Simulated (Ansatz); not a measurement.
Be:

```xyz
2
Lattice="2.2853 0.0000 0.0000 -1.1426 1.9791 0.0000 0.0000 0.0000 3.5842" Properties=species:S:1:pos:R:3 pbc="T T T"
Be    1.1427    0.6597    2.6882
Be    0.0000    1.3194    0.8961
```

Program: Ansatz 0.2.0. Alike in all runs: no spin polarisation; cell as given. Hardware: 1 thread of Intel(R) Xeon(R) CPU @ 2.60GHz (Ice Lake), on a shared host.

Question: Order these runs on this cell by their wall time, lowest first.
A. task density of states; level RPBE; potentials or basis PseudoDojo standard (PBE files); k mesh 13 × 13 × 8; cutoff (eV) 1197; smearing fermi-dirac 0.01 eV; other keys hamiltonian.xc = rpbe; …; mesh quality not flagged
B. task single point; level PBE; potentials or basis SPMS NC; k mesh 13 × 13 × 8; cutoff (eV) 707; smearing cold 0.05 eV; mesh quality not flagged
C. task band structure; level HSE06; potentials or basis JTH PAW; k mesh 8 × 8 × 5; cutoff (eV) 1080; smearing gaussian 0.1 eV; points for each segment of the path 4; other keys scf.n_extra_bands = 2; mesh quality coarse

Answer: B (1.4 s), A (5.5 s), C (280 s).

Caveats: some runs use coarse meshes.
